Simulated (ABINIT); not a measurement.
AlRu in ABINIT: the effect of functional

AlRu:

```
CELL_PARAMETERS angstrom
2.99160 0.00000 0.00000
0.00000 2.99160 0.00000
0.00000 0.00000 2.99160
ATOMIC_POSITIONS crystal
Ru 0.50000 0.50000 0.50000
Al 0.00000 0.00000 0.00000
```

Alike in all runs:

- Program: ABINIT 10.8.3 (patched build)
- Task: equation of state
- k mesh: 9 × 9 × 9
- Occupations: fermi-dirac, width 0.05 eV
- Spin: no spin polarisation

```csv
functional,potentials or basis,cutoff,V0 of scaled cells (Å³/atom),B0 (GPa)
LDA,JTH PAW LDA v2.0,408 eV,?,?
PBEsol,JTH PAW PBE v2.0,408 eV,13.23,219
r2SCAN,JTH PAW PBE v2.0,490 eV,13.32,218
```

Task: What does the run with functional LDA give?

Result: V0 of scaled cells 12.89 Å³/atom; B0 231 GPa.

Caveats: pressures at fixed basis lie under the slope of the energies; the PAW data sets were made with another functional, which shifts forces and pressure a little (some runs).

Runs at the PBE level aren't shown here.
